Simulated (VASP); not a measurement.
# C (Fd-3m) in VASP: further runs

One crystal, C, is run at these levels: PBE, PBEsol; tasks: equation of state.

Program: VASP 6.6.1. These are calculated values, not measurements. Logs are shortened: lines on timing, memory, paths and dates and some standing lists are left out, and cuts for length are marked.

**Measured values to compare with.**

From “Equation of state of cubic boron nitride at high pressures and temperatures”, 2007, arxiv:cond-mat/0702656, for a bulk crystal of C: bulk modulus 442 ± 5 GPa.

How close the calculation comes is told below.

## Step 1: The structure

Symmetry: Fd-3m, No. 227, cubic system. The conventional cell has a = 3.567 Å, b = 3.567 Å, c = 3.567 Å, α = 90.00°, β = 90.00°, γ = 90.00°. Around C (site symmetry -43m) lie 4 C at 1.54 Å.

This isn't the form of C at room conditions, which is graphite.

## Step 2: Equation of state, PBE, 5.33 Å³/atom (volume scaled by 0.94)

The input, INCAR:

```
ALGO = Normal
EDIFF = 1E-7
ENCUT = 520
GGA = PE
ISIF = 2
ISMEAR = -1
LASPH = True
LCHARG = False
LREAL = False
LWAVE = False
NBANDS = 11
NELM = 100
PREC = Accurate
SIGMA = 0.05
```

The input, KPOINTS:

```
k-points
0
Gamma
  13 13 13
```

The input, POSCAR:

```
C
1.0
    0.0000000000      1.7469644787      1.7469644787
    1.7469644787      0.0000000000      1.7469644787
    1.7469644787      1.7469644787      0.0000000000
C
2
Direct
    0.7500000000      0.7500000000      0.7500000000
    0.5000000000      0.5000000000      0.5000000000
```

Potentials or basis: VASP PAW PBE potentials, release 64 (C).

On the command line:

```sh
$ cat potpaw_PBE.64/C/POTCAR > POTCAR
$ mpirun -np 1 vasp_std > vasp.out
```

OUTCAR:

```text
EDIFF = 1E-7
   ENCUT = 520
   GGA = PE
   ISIF = 2
   ISMEAR = -1
   LASPH = True
   LREAL = False
   NELM = 100
   PREC = Accurate

 ion  position               nearest neighbor table
   1  0.750  0.750  0.750-   2 1.51   2 1.51   2 1.51   2 1.51
   2  0.500  0.500  0.500-   1 1.51   1 1.51   1 1.51   1 1.51

  LATTYP: Found a face centered cubic cell.
 ALAT       =     3.4939289574

  Lattice vectors:

 A1 = (   0.0000000000,   1.7469644787,   1.7469644787)
 A2 = (   1.7469644787,   0.0000000000,   1.7469644787)
 A3 = (   1.7469644787,   1.7469644787,   0.0000000000)

Analysis of symmetry for initial positions (statically):
=====================================================================
 Subroutine PRICEL returns:
 Original cell was already a primitive cell.

 Routine SETGRP: Setting up the symmetry group for a
 face centered cubic supercell.

 Subroutine GETGRP returns: Found 48 space group operations
 (whereof 24 operations were pure point group operations)
 out of a pool of 48 trial point group operations.

The static configuration has the point symmetry T_d .
 The point group associated with its full space group is O_h .

Analysis of symmetry for dynamics (positions and initial velocities):
=====================================================================
 Subroutine PRICEL returns:
 Original cell was already a primitive cell.

 Routine SETGRP: Setting up the symmetry group for a
 face centered cubic supercell.

 Subroutine GETGRP returns: Found 48 space group operations
 (whereof 24 operations were pure point group operations)
 out of a pool of 48 trial point group operations.

The dynamic configuration has the point symmetry T_d .
 The point group associated with its full space group is O_h .

 Subroutine INISYM returns: Found 48 space group operations
 (whereof 24 operations are pure point group operations),
 and found     1 'primitive' translations

----------------------------------------------------------------------------------------

                                     Primitive cell

  volume of cell :      10.6631

  direct lattice vectors                    reciprocal lattice vectors
     0.000000000  1.746964479  1.746964479    -0.286210742  0.286210742  0.286210742
     1.746964479  0.000000000  1.746964479     0.286210742 -0.286210742  0.286210742
     1.746964479  1.746964479  0.000000000     0.286210742  0.286210742 -0.286210742

  length of vectors
     2.470580859  2.470580859  2.470580859     0.495731547  0.495731547  0.495731547

  position of ions in fractional coordinates (direct lattice)
     0.750000000  0.750000000  0.750000000
     0.500000000  0.500000000  0.500000000

  ion indices of the primitive-cell ions
   primitive index   ion index
                 1           1
                 2           2

----------------------------------------------------------------------------------------

 KPOINTS: k-points

Automatic generation of k-mesh.
 Grid dimensions read from file:
 generate k-points for:   13   13   13

 Generating k-lattice:

  Cartesian coordinates                     Fractional coordinates (reciprocal lattice)
    -0.022016211  0.022016211  0.022016211     0.076923077  0.000000000  0.000000000
     0.022016211 -0.022016211  0.022016211     0.000000000  0.076923077  0.000000000
     0.022016211  0.022016211 -0.022016211     0.000000000  0.000000000  0.076923077

  Length of vectors
     0.038133196  0.038133196  0.038133196

  Shift w.r.t. Gamma in fractional coordinates (k-lattice)
     0.000000000  0.000000000  0.000000000

 Subroutine IBZKPT returns following result:
 ===========================================

 Found     84 irreducible k-points:

 Following reciprocal coordinates:
            Coordinates               Weight
  0.000000  0.000000  0.000000      1.000000
  0.076923  0.000000  0.000000      8.000000
  0.153846  0.000000  0.000000      8.000000
  0.230769  0.000000  0.000000      8.000000
  0.307692  0.000000  0.000000      8.000000
  0.384615  0.000000  0.000000      8.000000
[... 42 lines left out ...]
 -0.461538  0.461538  0.000000     12.000000
  0.230769  0.153846  0.076923     24.000000
 [... further k-points ...]
   k-points           NKPTS =     84   k-points in BZ     NKDIM =     84   number of bands    NBANDS=     11
   number of dos      NEDOS =    301   number of ions     NIONS =      2
   total plane-waves  NPLWV =   5832
   dimension x,y,z NGX =    18 NGY =   18 NGZ =   18
   dimension x,y,z NGXF=    36 NGYF=   36 NGZF=   36
   ions per type =               2
   NGX,Y,Z   is equivalent  to a cutoff of  12.11, 12.11, 12.11 a.u.
   NGXF,Y,Z  is equivalent  to a cutoff of  24.22, 24.22, 24.22 a.u.
 SYSTEM =  unknown system
   PREC   = accura    normal or accurate (medium, high low for compatibility)
   ISTART =      0    job   : 0-new  1-cont  2-samecut
   ICHARG =      2    charge: 1-file 2-atom 10-const
   ISPIN  =      1    spin polarized calculation?
   LNONCOLLINEAR =      F non collinear calculations
   LSORBIT =      F    spin-orbit coupling
   LASPH  =      T    aspherical Exc in radial PAW
   ENCUT  =  520.0 eV  38.22 Ry    6.18 a.u.   4.59  4.59  4.59*2*pi/ulx,y,z
   NELM   =    100;   NELMIN=  2; NELMDL= -5     # of ELM steps
   EDIFF  = 0.1E-06   stopping-criterion for ELM
   LREAL  =      F    real-space projection
   EDIFFG = 0.1E-05   stopping-criterion for IOM
   NSW    =      0    number of steps for IOM
   IBRION =     -1    ionic relax: 0-MD 1-quasi-New 2-CG
   NFREE  =      0    steps in history (QN), initial steepest desc. (CG)
   ISIF   =      2    stress and relaxation
   ISYM   =      2    0-nonsym 1-usesym 2-fastsym
   POTIM  = 0.5000    time-step for ionic-motion
   TEBEG  =    0.0;   TEEND  =   0.0 temperature during run
   PSTRESS=    0.0 pullay stress
   NELECT =       8.0000    total number of electrons
   NUPDOWN=      -1.0000    fix difference up-down
   EMIN   =  10.00;   EMAX   =-10.00  energy-range for DOS
   EFERMI =   0.00;   METHOD = LEGACY
   ISMEAR =    -1;   SIGMA  =   0.05  broadening in eV -4-tet -1-fermi 0-gaus
   EFERMI_NEDOS =   21; number of points for ismear=-14 and -15
   IALGO  =     38    algorithm
   IMIX   =      4    mixing-type and parameters
     AMIX     =   0.40;   BMIX     =  1.00
     AMIX_MAG =   1.60;   BMIX_MAG =  1.00
  volume/ion in A,a.u.               =       5.33        35.98
  Fermi-wavevector in a.u.,A,eV,Ry     =   1.487570  2.811100 30.107851  2.212865
  Thomas-Fermi vector in A             =   2.600714
   LORBIT       =      0    0 simple, 1 ext, 2 COOP (PROOUT), +10 PAW based schemes
   GGA     = PE    functional components
[... 5 lines left out ...]
 non-spin polarized calculation
  energy-cutoff  :      520.00
  volume of cell :       10.66
 maximum number of plane-waves:       299
   NGX =  9   NGY =  9   NGZ =  9

 number of electron       8.0000001 magnetization

 Free energy of the ion-electron system (eV)
  ---------------------------------------------------
  ext. energy  EPLUGINS =         0.00000000
  ---------------------------------------------------
  free energy    TOTEN  =       -18.11159930 eV

  energy without entropy =      -18.11159930  energy(sigma->0) =      -18.11159930

 E-fermi :  11.7079     XC(G=0): -13.5638

 val. band max:       10.6460909020   @ k =   0.0000   0.0000   0.0000
 cond. band min:      14.9236511743   @ k =   0.3846   0.3846   0.0000
 fundamental gap:      4.2775602723
 Fermi energy:        11.7078624885

 k-point     1 :       0.0000    0.0000    0.0000
  band No.  band energies     occupation
      1     -11.6810      2.00000
      2      10.6461      2.00000
      3      10.6461      2.00000
      4      10.6461      2.00000
      5      16.4072      0.00000
      6      16.4072      0.00000
      7      16.4072      0.00000
      8      25.4254      0.00000
      9      30.7532      0.00000
     10      37.8719      0.00000
     11      37.8719      0.00000

 k-point     2 :       0.0769    0.0000    0.0000
  band No.  band energies     occupation
      1     -11.5101      2.00000
      2       9.5253      2.00000
      3      10.3474      2.00000
      4      10.3474      2.00000
      5      16.7984      0.00000
      6      16.7984      0.00000
      7      17.1021      0.00000
      8      25.5242      0.00000
      9      31.0346      0.00000
     10      35.8021      0.00000
     11      35.8021      0.00000

 k-point     3 :       0.1538    0.0000    0.0000
  band No.  band energies     occupation
      1     -10.9989      2.00000
      2       7.1527      2.00000
      3       9.6780      2.00000
      4       9.6780      2.00000
      5      17.6780      0.00000
      6      17.6780      0.00000
      7      18.2672      0.00000
      8      25.8048      0.00000
      9      31.6579      0.00000
     10      34.1430      0.00000
     11      34.1430      0.00000

 k-point     4 :       0.2308    0.0000    0.0000
  band No.  band energies     occupation
      1     -10.1528      2.00000
      2       4.4394      2.00000
      3       8.9573      2.00000
      4       8.9573      2.00000
      5      18.5534      0.00000
      6      18.5534      0.00000
      7      19.1924      0.00000
      8      26.2011      0.00000
      9      32.1362      0.00000
     10      33.5242      0.00000
     11      33.5242      0.00000
[... 463 lines left out ...]
 k-point    38 :       0.3077    0.3077    0.0000
  band No.  band energies     occupation
      1      -8.0910      2.00000
      2       4.1699      2.00000
      3       5.3429      2.00000
      4       5.3429      2.00000
      5      15.0043      0.00000
      6      19.3497      0.00000
      7      24.6535      0.00000
      8      24.6535      0.00000
      9      32.8639      0.00000
     10      34.5615      0.00000
     11      42.4896      0.00000

 k-point    39 :       0.3846    0.3077    0.0000
  band No.  band energies     occupation
      1      -7.0555      2.00000
      2       2.6394      2.00000
      3       4.5236      2.00000
      4       4.9400      2.00000
      5      15.3677      0.00000
      6      18.6780      0.00000
      7      25.5338      0.00000
      8      25.6007      0.00000
      9      33.5525      0.00000
     10      34.6641      0.00000
     11      42.7443      0.00000

 k-point    40 :       0.4615    0.3077    0.0000
  band No.  band energies     occupation
      1      -5.7330      2.00000
      2       0.9563      2.00000
      3       3.2549      2.00000
      4       4.8280      2.00000
      5      16.0598      0.00000
      6      19.3564      0.00000
      7      25.7417      0.00000
      8      26.1016      0.00000
      9      33.2913      0.00000
     10      34.8821      0.00000
     11      41.3444      0.00000

 [... further k-points ...]

------------------------ aborting loop because EDIFF is reached ----------------------------------------

  FORCE on cell =-STRESS in cart. coord.  units (eV):
  Direction    XX          YY          ZZ          XY          YZ          ZX
  --------------------------------------------------------------------------------------
  -------------------------------------------------------------------------------------
  Total        2.2081327      2.2081327      2.2081327     -0.0000000      0.0000000      0.0000000
  in kB      331.7825489    331.7825489    331.7825489     -0.0000000      0.0000000      0.0000000
  external PRESSURE =     331.7825489 kB  Pullay stress =       0.0000000 kB

 VOLUME and BASIS-vectors are now :
 -----------------------------------------------------------------------------
  energy-cutoff  :      520.00
  volume of cell :       10.66
      direct lattice vectors                 reciprocal lattice vectors
     0.000000000  1.746964479  1.746964479    -0.286210742  0.286210742  0.286210742
     1.746964479  0.000000000  1.746964479     0.286210742 -0.286210742  0.286210742
     1.746964479  1.746964479  0.000000000     0.286210742  0.286210742 -0.286210742

 POSITION                                       TOTAL-FORCE (eV/Angst)
 -----------------------------------------------------------------------------------
      2.62045      2.62045      2.62045        -0.000000     -0.000000     -0.000000
      1.74696      1.74696      1.74696         0.000000      0.000000      0.000000
 -----------------------------------------------------------------------------------
    total drift:                                0.000000     -0.000000      0.000000

  FREE ENERGIE OF THE ION-ELECTRON SYSTEM (eV)
  ---------------------------------------------------
  free  energy   TOTEN  =       -18.1115992979 eV

  energy  without entropy=      -18.1115992979  energy(sigma->0) =      -18.11159930
```

Run time: 5.4 s. Hardware: 1 thread of AMD EPYC 9R45 (Zen 5), shared host; peak memory 0.08 GiB.

What came out:

```
Free energy            : -18.1116 eV
Pressure               : 33.2 GPa
Band gap on the k mesh : 4.28 eV, indirect (least direct gap 5.76 eV)
```

Caveat: an odd mesh through Γ misses points on the zone boundary, where band edges often lie.

## Step 3: Equation of state, PBE, 5.44 Å³/atom (volume scaled by 0.96)

The input, INCAR:

```
SYSTEM = C
  PREC = Accurate
  ENCUT = 520
  EDIFF = 1E-7
  ISMEAR = -1
  SIGMA = 0.05
  LREAL = .False.
  LASPH = .True.
  NELM = 80
  ALGO = Normal
  ISIF = 2
  LWAVE = .False.
  LCHARG = .False.
  GGA = PE
  NBANDS = 11
```

The input, KPOINTS:

```
regular mesh
0
Gamma
  13 13 13
  0 0 0
```

The input, POSCAR:

```
C
1.0
    0.0000000000      1.7592674508      1.7592674508
    1.7592674508      0.0000000000      1.7592674508
    1.7592674508      1.7592674508      0.0000000000
C
2
Direct
    0.7500000000      0.7500000000      0.7500000000
    0.5000000000      0.5000000000      0.5000000000
```

Potentials or basis: VASP PAW PBE potentials, release 64 (C).

On the command line:

```sh
$ cat potpaw_PBE.64/C/POTCAR > POTCAR
$ mpirun -np 1 vasp_std > vasp.out
```

Wall time 5.9 s (1 thread of AMD EPYC 9R45 (Zen 5), shared host); peak memory 0.08 GiB.

The run converged. Its results:

| Item | Value |
| --- | --- |
| Free energy | -18.1508 eV |
| Pressure | 22.0 GPa |
| Band gap on the k mesh | 4.23 eV, indirect (least direct gap 5.70 eV) |

Caveat: an odd mesh through Γ misses points on the zone boundary, where band edges often lie.

## Step 4: Equation of state, PBE, 5.56 Å³/atom (volume scaled by 0.98)

The input, INCAR:

```
SYSTEM = C
PREC     = Accurate       ! precision mode
ENCUT    = 520            ! plane-wave cutoff, eV
EDIFF    = 1E-7           ! SCF threshold, eV
ISMEAR   = -1             ! smearing method
SIGMA    = 0.05           ! smearing width, eV
LREAL    = .FALSE.        ! projectors in reciprocal space
LASPH    = .TRUE.         ! aspherical terms in the spheres
NELM     = 80             ! most SCF steps
ALGO     = Normal         ! electronic algorithm
ISIF     = 2              ! what is computed and relaxed
LWAVE    = .FALSE.        ! write WAVECAR
LCHARG   = .FALSE.        ! write CHGCAR
GGA      = PE             ! functional
NBANDS   = 11             ! bands
```

The input, KPOINTS:

```
regular mesh
0
G
  13 13 13
  0 0 0
```

The input, POSCAR:

```
C
1.0
    0.0000000000      1.7714007132      1.7714007132
    1.7714007132      0.0000000000      1.7714007132
    1.7714007132      1.7714007132      0.0000000000
C
2
Direct
    0.7500000000      0.7500000000      0.7500000000
    0.5000000000      0.5000000000      0.5000000000
```

On the command line:

```sh
$ cat potpaw_PBE.64/C/POTCAR > POTCAR
$ mpirun -np 1 vasp_std > vasp.out
```

Run time: 5.9 s. Hardware: 1 thread of AMD EPYC 9R45 (Zen 5), shared host; peak memory 0.09 GiB.

It converged, with:

* Free energy: -18.1750 eV
* Pressure: 11.8 GPa
* Band gap on the k mesh: 4.19 eV, indirect (least direct gap 5.65 eV)

Caveat: an odd mesh through Γ misses points on the zone boundary, where band edges often lie.

## Step 5: Equation of state, PBE, 5.79 Å³/atom (volume scaled by 1.02)

The input, INCAR:

```
SYSTEM = C
PREC = Accurate
ENCUT = 520
EDIFF = 1E-7
ISMEAR = -1
SIGMA = 0.05
LREAL = .FALSE.
LASPH = .TRUE.
NELM = 100
ALGO = Normal
ISIF = 2
LWAVE = .FALSE.
LCHARG = .FALSE.
GGA = PE
NBANDS = 11
```

KPOINTS is that of step 4.

The input, POSCAR:

```
C
1.0
    0.0000000000      1.7951807415      1.7951807415
    1.7951807415      0.0000000000      1.7951807415
    1.7951807415      1.7951807415      0.0000000000
C
2
Direct
    0.7500000000      0.7500000000      0.7500000000
    0.5000000000      0.5000000000      0.5000000000
```

On the command line:

```sh
$ cat potpaw_PBE.64/C/POTCAR > POTCAR
$ mpirun -np 1 vasp_std > vasp.out
```

Run time: 5.9 s. Hardware: 1 thread of AMD EPYC 9R45 (Zen 5), shared host; peak memory 0.09 GiB.

The run converged. Its results:

* Free energy: -18.1830 eV
* Pressure: -6.0 GPa
* Band gap on the k mesh: 4.10 eV, indirect (least direct gap 5.54 eV)

Caveat: an odd mesh through Γ misses points on the zone boundary, where band edges often lie.

## Step 6: Equation of state, PBE, 5.90 Å³/atom (volume scaled by 1.04)

The input, INCAR:

```
SYSTEM = C
  PREC = Accurate
  ENCUT = 520
  EDIFF = 1E-7
  ISMEAR = -1
  SIGMA = 0.05
  LREAL = .False.
  LASPH = .True.
  NELM = 100
  ALGO = Normal
  ISIF = 2
  LWAVE = .False.
  LCHARG = .False.
  GGA = PE
  NBANDS = 11
```

The input, KPOINTS:

```
Automatic mesh
0
Gamma
  13 13 13
  0 0 0
```

The input, POSCAR:

```
C
1.0
    0.0000000000      1.8068380860      1.8068380860
    1.8068380860      0.0000000000      1.8068380860
    1.8068380860      1.8068380860      0.0000000000
C
2
Direct
    0.7500000000      0.7500000000      0.7500000000
    0.5000000000      0.5000000000      0.5000000000
```

Potentials or basis: VASP PAW PBE potentials, release 64 (C).

On the command line:

```sh
$ cat potpaw_PBE.64/C/POTCAR > POTCAR
$ mpirun -np 1 vasp_std > vasp.out
```

Wall time 6 s (1 thread of AMD EPYC 9R45 (Zen 5), shared host); peak memory 0.09 GiB.

It converged, with:

```yaml
Free_energy: -18.1692 eV
Pressure: -13.7 GPa
Band_gap_on_the_k_mesh: 4.06 eV, indirect (least direct gap 5.48 eV)
```

Caveat: an odd mesh through Γ misses points on the zone boundary, where band edges often lie.

## Step 7: Equation of state, PBE, 6.01 Å³/atom (volume scaled by 1.06)

The input, INCAR:

```
SYSTEM = C
  ALGO = Normal
  EDIFF = 1E-7
  ENCUT = 520
  GGA = PE
  ISIF = 2
  ISMEAR = -1
  LASPH = .TRUE.
  LCHARG = .FALSE.
  LREAL = .FALSE.
  LWAVE = .FALSE.
  NBANDS = 11
  NELM = 100
  PREC = Accurate
  SIGMA = 0.05
```

The input, KPOINTS:

```
k-points
0
G
  13 13 13
  0 0 0
```

The input, POSCAR:

```
C
1.0
    0.0000000000      1.8183469191      1.8183469191
    1.8183469191      0.0000000000      1.8183469191
    1.8183469191      1.8183469191      0.0000000000
C
2
Direct
    0.7500000000      0.7500000000      0.7500000000
    0.5000000000      0.5000000000      0.5000000000
```

On the command line:

```sh
$ cat potpaw_PBE.64/C/POTCAR > POTCAR
$ mpirun -np 1 vasp_std > vasp.out
```

Wall time 5.7 s (1 thread of AMD EPYC 9R45 (Zen 5), shared host); peak memory 0.09 GiB.

Results (log left out):

- Free energy: -18.1450 eV
- Pressure: -20.7 GPa
- Band gap on the k mesh: 4.02 eV, indirect (least direct gap 5.43 eV)

Caveat: an odd mesh through Γ misses points on the zone boundary, where band edges often lie.

## Step 8: Equation of state, PBE

This step only gathers the single runs of the series.

What came out:

| Property | Result |
| --- | --- |
| Equilibrium volume | 5.71 Å³/atom |
| Bulk modulus | 434 GPa |
| Pressure derivative of the bulk modulus | 3.7 |

Energy against volume, from the lowest point:
```csv
volume (Å³/atom),energy (meV/atom)
5.332,36.83
5.445,17.21
5.558,5.14
5.672,0.00
5.785,1.13
5.899,8.01
6.012,20.10
```

[end of part 1 of 2]
